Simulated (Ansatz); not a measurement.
# Bi in Ansatz: notebook

Aim: see how the results for Bi move with the level of theory and the settings. Levels: PBE, LDA. Tasks: single point.

Everything below comes from runs of Ansatz 0.2.0. Logs are shortened: lines on timing, memory, paths and dates and some standing lists are left out, and cuts for length are marked.

## Step 1: The slab as given

The cell holds a slab with vacuum, 4 atoms: a = 4.539 Å, b = 4.539 Å, c = 32.744 Å, α = 90.00°, β = 90.00°, γ = 120.00°.

The slab is cut from a database's or a generator's crystal, which needn't be the stable form of the element.

## Step 2: Single point, PBE

The input, input.yaml:

```yaml
crystal:
  lattice:
    - [4.5390002997, 0.0, 0.0]
    - [-2.2695001498, 3.9308895674, 0.0]
    - [0.0, 0.0, 32.7435]
  atoms:
    - { symbol: Bi, position: [0.6666666667, 0.3333333334, 0.2290530945] }
    - { symbol: Bi, position: [0.3333333333, 0.6666666666, 0.4096843648] }
    - { symbol: Bi, position: [0.6666666667, 0.3333333334, 0.5903156352] }
    - { symbol: Bi, position: [0.3333333333, 0.6666666666, 0.7709469055] }
kpoints:
  mp_grid: { grid: [7, 7, 1] }
scf:
  occupations: { method: fermi_dirac, width: 0.05 }
hamiltonian:
  xc: pbe
  pseudopotentials: { kind: all_electron, lapw: { basis_error: 0.002 } }
output:
  forces: true
  stress: true
  eigenvalues: true
```

Potentials or basis: all-electron LAPW, scalar-relativistic.

Started as:

```
$ ansatz run input.yaml --threads 4 --pin off --max-ram 14336MiB --backend cpu --events-out ev --progress --plain --runs-dir out
```

The program printed:

```text
Warning: RAYON_NUM_THREADS=4 ignored (pool sized by the plan → 4); use --threads N
LAPW: plane waves up to 4.079 Å⁻¹, error target 2.0e-3 eV per atom; small_component_spin mean_spin; Bi in spheres of 2.270 Å, 21 of its electrons in bands, Dirac shells [] (how accurate: hamiltonian.pseudopotentials.lapw.basis_error, Limitations)
Engine: ansatz 0.2.0, aarch64-unknown-linux-gnu
Pseudopotentials: kind: all_electron
Pseudopotential: Bi, LAPW, valence charge 21, lapw/all_electron/scalar/gaussian/Bi, Koelling and Harmon's equation, gaussian nucleus
Functional definition: PBE
  parameter kappa = 0.804
  parameter beta = 0.06672455060314922
  exchange = pbe_x(kappa = kappa, mu = beta*pi^2/3)
  correlation = pbe_c(beta = beta)
Crystal: 4 atoms, lattice volume = 584.220 Å³
Basis set: ecut = 63.381736422636 eV, 625 PW (Γ), exchange–correlation at level 2
Bands: 51, of which v1, the nominal top of the filled ones, is band 42 counted from 1 (41 counted from 0)
Symmetry: 12 space group operations
Space group: P-3m1 (ITA 164), of the structure as read, at distance tolerance 8.4e-5 Å
k-points: 8 of 49
Non-local potential: Bi, projectors of the file, none
Initial density: superposition of atomic densities (neutral atoms: chi_scale 0, normalization atom)
Initial wavefunctions: plane waves of lowest kinetic energy (no species holds an atomic orbital)
Functional: x = pbe(κ = 0.804, μ = 0.2195149727645171), c = pbe(β = 0.06672455060314922)
iter 1 solved again at ethr=5.53e-5 eV; its pass at ethr=1.00e-1 eV (dr2=4.64e-2 eV) is discarded
SCF iter   1: F=—  HF=-2342814.905876 eV  |F-HF|=—  |Δ(HF+E_count)|=         —  Δρ=1.94e-3  dr2=4.74e-2  ethr=5.53e-5  ⟨swp⟩=3.8  Hψ=2674  notcnv=0
preconditioner: auto → LDOS  [metal: Δε(μ)=0.056 eV  Ē_g=2.542 eV  σ=0.050 eV  W_gap=0.26  n_scr=98 (ndim 8)  ℏωp=5.3 eV  f_vac=0.531  D(μ)=11.83/eV (n_scr^D=84)  β→1.0]
SCF iter   2: F=—  HF=-2342814.861556 eV  |F-HF|=—  |Δ(HF+E_count)|=   4.43e-2  Δρ=1.35e-3  dr2=2.82e-2  ethr=5.53e-5  ⟨swp⟩=3.0  Hψ=1387  notcnv=0
SCF iter   3: F=—  HF=-2342814.899158 eV  |F-HF|=—  |Δ(HF+E_count)|=   3.76e-2  Δρ=5.33e-4  dr2=7.03e-3  ethr=3.36e-5  ⟨swp⟩=3.0  Hψ=1389  notcnv=0
SCF iter   4: F=—  HF=-2342814.895114 eV  |F-HF|=—  |Δ(HF+E_count)|=   4.04e-3  Δρ=3.39e-4  dr2=1.65e-3  ethr=8.37e-6  ⟨swp⟩=2.0  Hψ=1278  notcnv=0
SCF iter   5: F=—  HF=-2342814.895104 eV  |F-HF|=—  |Δ(HF+E_count)|=   9.33e-6  Δρ=7.69e-5  dr2=3.07e-4  ethr=1.96e-6  ⟨swp⟩=2.1  Hψ=1280  notcnv=0
iter 6 solved again at ethr=2.75e-8 eV; its pass at ethr=3.65e-7 eV (dr2=2.31e-5 eV) is discarded
SCF iter   6: F=—  HF=-2342814.894911 eV  |F-HF|=—  |Δ(HF+E_count)|=   1.94e-4  Δρ=2.74e-5  dr2=2.31e-5  ethr=2.75e-8  ⟨swp⟩=2.0  Hψ=2157  notcnv=0
SCF iter   7: F=—  HF=-2342814.894952 eV  |F-HF|=—  |Δ(HF+E_count)|=   4.17e-5  Δρ=8.66e-6  dr2=9.31e-6  ethr=2.75e-8  ⟨swp⟩=3.0  Hψ=1346  notcnv=0
SCF iter   8: F=—  HF=-2342814.894956 eV  |F-HF|=—  |Δ(HF+E_count)|=   3.46e-6  Δρ=1.91e-6  dr2=2.81e-7  ethr=1.11e-8  ⟨swp⟩=3.0  Hψ=1293  notcnv=0
SCF iter   9: F=—  HF=-2342814.894956 eV  |F-HF|=—  |Δ(HF+E_count)|=   3.17e-7  Δρ=7.58e-7  dr2=1.00e-7  ethr=3.35e-10  ⟨swp⟩=3.0  Hψ=1346  notcnv=0
SCF iter  10: F=-2342814.894956 eV  HF=-2342814.894956 eV  |F-HF|=8.38e-9  |Δ(HF+E_count)|=   1.35e-8  Δρ=2.92e-7  dr2=1.40e-8  ethr=1.19e-10  ⟨swp⟩=2.0  Hψ=1278  notcnv=0
SCF 1 converged in 10 iterations: F = -2342814.894956 eV  dr2 = 1.40e-8
SCF converged after 10 iterations
Free energy (F): -2342814.894956 eV
Harris-Foulkes:  -2342814.894956 eV  (|F-HF|=8.38e-9)
Internal energy: -2342814.791878 eV  (E = F + TS)
E sigma→0 (E₀):  -2342814.843417 eV
Entropy (-TS):   -0.103078 eV (-25.770 meV/atom)
Fermi energy:    -0.376898 eV
--- Per-component energies (eV) ---
  E_band       = -3230.552039
  E_kinetic    = 2712103.679636
  E_xc         = -43206.482584
  E_electrostatic = -5011711.988930  (all electrons and nuclei)
  E_smearing   = -0.103078  (= −TS)
  E_closure    = 0.000000  (closes the sum)
  E_atoms      = -2342808.427609  (free atoms, spherical and without spin; not in F)
  Σ components = -2342814.894956   (vs F -2342814.894956, Δ=0.00e0)
  Basis errors (estimates in eV, not in F): energy 7.5e-4 per atom: plane waves 6.8e-4 (3.9e-4 summed), levels above the bands 2.1e-39, relativity 4.3e-8, radial functions 7.6e-5, core shells 2.8e-7; eigenvalues (radial functions only) 4.7e-6; not estimated: angular momenta, meshes, grids; target (lapw.basis_error) 2.0e-3; muffin-tin radii Bi 2.270 Å
--- Forces (eV/Å), atoms counted from 1 ---
  atom   1  Bi     0.00000000     0.00000000     0.03240777
  atom   2  Bi     0.00000000    -0.00000000    -0.00032143
  atom   3  Bi    -0.00000000     0.00000000     0.00032143
  atom   4  Bi    -0.00000000    -0.00000000    -0.03240777
  max |Σ_I F_I| component: 7.23e-20 eV/Å
--- Stress (GPa, compression-positive) ---
       -3.446852       0.000000      -0.000000
       -0.000000      -3.446852       0.000000
       -0.000000       0.000000      -0.155424
  P = ⅓ Tr σ = -2.3497 GPa (-23.497 kbar)
--- Band table (eV; the first three rows and the last of 8) ---
  k-point 0: bands = ["-91.9233", "-91.9233", "-91.9233", "-91.9233", "-91.9178", "-91.9178", "-91.9178", "-91.9178", "-91.8924", "-91.8924", "-91.8859", "-91.8859", "-23.2419", "-23.2419", "-23.2419", "-23.2419", "-23.2367", "-23.2367", "-23.2367", "-23.2367", "-23.2188", "-23.2188", "-23.2188", "-23.2188", "-23.2144", "-23.2144", "-23.2130", "-23.2130", "-23.2130", "-23.2130", "-23.2085", "-23.2085", "-10.6958", "-10.6920", "-10.6883", "-10.6868", "-1.1810", "-1.0686", "-0.9165", "-0.7793", "1.0136", "1.0136", "1.0174", "1.0174", "1.0212", "1.0212", "1.0234", "1.0234", "2.7659", "3.0611", "3.4567"]
  k-point 1: bands = ["-91.9233", "-91.9233", "-91.9233", "-91.9233", "-91.9178", "-91.9178", "-91.9178", "-91.9178", "-91.8924", "-91.8924", "-91.8859", "-91.8859", "-23.2419", "-23.2419", "-23.2406", "-23.2406", "-23.2367", "-23.2367", "-23.2353", "-23.2353", "-23.2193", "-23.2193", "-23.2190", "-23.2190", "-23.2137", "-23.2137", "-23.2135", "-23.2135", "-23.2131", "-23.2131", "-23.2078", "-23.2078", "-10.6379", "-10.6343", "-10.6308", "-10.6295", "-1.0554", "-0.9494", "-0.8061", "-0.6766", "0.1758", "0.1886", "0.1989", "0.2035", "0.8615", "0.8671", "0.8733", "0.8774", "3.2614", "3.5401", "3.8917"]
  k-point 2: bands = ["-91.9234", "-91.9234", "-91.9233", "-91.9233", "-91.9178", "-91.9178", "-91.9178", "-91.9178", "-91.8924", "-91.8924", "-91.8859", "-91.8859", "-23.2420", "-23.2420", "-23.2376", "-23.2376", "-23.2367", "-23.2367", "-23.2323", "-23.2323", "-23.2203", "-23.2203", "-23.2192", "-23.2192", "-23.2145", "-23.2145", "-23.2134", "-23.2134", "-23.2120", "-23.2120", "-23.2061", "-23.2061", "-10.5004", "-10.4975", "-10.4945", "-10.4938", "-0.9955", "-0.9901", "-0.9787", "-0.9659", "-0.7210", "-0.6284", "-0.5149", "-0.4204", "0.5607", "0.5683", "0.5769", "0.5831", "3.9318", "4.1462", "4.3885"]
  k-point 7: bands = ["-91.9234", "-91.9234", "-91.9234", "-91.9234", "-91.9178", "-91.9178", "-91.9178", "-91.9178", "-91.8924", "-91.8924", "-91.8859", "-91.8859", "-23.2392", "-23.2392", "-23.2368", "-23.2368", "-23.2339", "-23.2339", "-23.2316", "-23.2316", "-23.2208", "-23.2208", "-23.2202", "-23.2202", "-23.2150", "-23.2150", "-23.2144", "-23.2144", "-23.2103", "-23.2103", "-23.2043", "-23.2043", "-10.3335", "-10.3326", "-10.3299", "-10.3299", "-1.3807", "-1.3732", "-1.3636", "-1.3558", "-0.7630", "-0.7566", "-0.7477", "-0.7400", "-0.2183", "-0.1886", "-0.1560", "-0.1330", "4.8214", "4.8935", "5.0150"]
```

It took 2.4 s on 4 threads of Arm Neoverse V1, shared host; peak memory 0.33 GiB.

What came out:

* Free energy: -2342814.8950 eV
* Largest force: 0.032 eV/Å
* Band gap on the k mesh: none (metal or under the smearing width)
* Work function: 4.79 eV

Forces in eV/Å, atoms in the order of the input:
```
Bi   0.000  0.000  0.032
Bi   0.000  0.000  0.000
Bi   0.000  0.000  0.000
Bi   0.000  0.000 -0.032
```

Caveat: spin-orbit coupling is left out, which moves the levels of the heavy elements.

## Step 3: Single point, LDA

input.yaml, as its differences from that of step 2:

```diff
@@ -15,3 +15,3 @@
 hamiltonian:
-  xc: pbe
+  xc: lda
   pseudopotentials: { kind: all_electron, lapw: { basis_error: 0.002 } }
```

Potentials or basis: all-electron LAPW, scalar-relativistic.

Started as:

```
$ ansatz run input.yaml --threads 4 --pin off --max-ram 14336MiB --backend cpu --events-out ev --progress --plain --runs-dir out
```

The program printed:

```text
Warning: RAYON_NUM_THREADS=4 ignored (pool sized by the plan → 4); use --threads N
LAPW: plane waves up to 4.080 Å⁻¹, error target 2.0e-3 eV per atom; small_component_spin mean_spin; Bi in spheres of 2.270 Å, 21 of its electrons in bands, Dirac shells [] (how accurate: hamiltonian.pseudopotentials.lapw.basis_error, Limitations)
[... 60 lines left out ...]
  k-point 2: bands = ["-92.1014", "-92.1014", "-92.1014", "-92.1014", "-92.0946", "-92.0946", "-92.0946", "-92.0946", "-92.0749", "-92.0749", "-92.0666", "-92.0666", "-23.4195", "-23.4195", "-23.4150", "-23.4150", "-23.4133", "-23.4133", "-23.4089", "-23.4089", "-23.4009", "-23.4009", "-23.3998", "-23.3998", "-23.3940", "-23.3940", "-23.3937", "-23.3937", "-23.3926", "-23.3926", "-23.3866", "-23.3866", "-10.8625", "-10.8599", "-10.8572", "-10.8563", "-1.2866", "-1.2817", "-1.2702", "-1.2560", "-1.0050", "-0.9095", "-0.7929", "-0.6960", "0.2535", "0.2604", "0.2689", "0.2760", "3.5791", "3.8367", "4.1547"]
  k-point 7: bands = ["-92.1014", "-92.1014", "-92.1014", "-92.1014", "-92.0946", "-92.0946", "-92.0946", "-92.0946", "-92.0749", "-92.0749", "-92.0666", "-92.0666", "-23.4166", "-23.4166", "-23.4142", "-23.4142", "-23.4105", "-23.4105", "-23.4081", "-23.4081", "-23.4014", "-23.4014", "-23.4007", "-23.4007", "-23.3942", "-23.3942", "-23.3936", "-23.3936", "-23.3923", "-23.3923", "-23.3848", "-23.3848", "-10.6993", "-10.6984", "-10.6963", "-10.6963", "-1.6673", "-1.6604", "-1.6506", "-1.6417", "-1.0538", "-1.0481", "-1.0391", "-1.0304", "-0.4980", "-0.4678", "-0.4344", "-0.4105", "4.4826", "4.5623", "4.7006"]
```

Run time: 2.2 s. Hardware: 4 threads of Arm Neoverse V1, shared host; peak memory 0.33 GiB.

Results:

```yaml
Free_energy: -2341570.9321 eV
Largest_force: 0.050 eV/Å
Band_gap_on_the_k_mesh: none (metal or under the smearing width)
Work_function: 5.04 eV
```

Forces on the atoms (eV/Å):
```
Bi   0.000  0.000  0.050
Bi   0.000  0.000  0.000
Bi   0.000  0.000  0.000
Bi   0.000  0.000 -0.050
```

Caveat: spin-orbit coupling is left out, which moves the levels of the heavy elements.
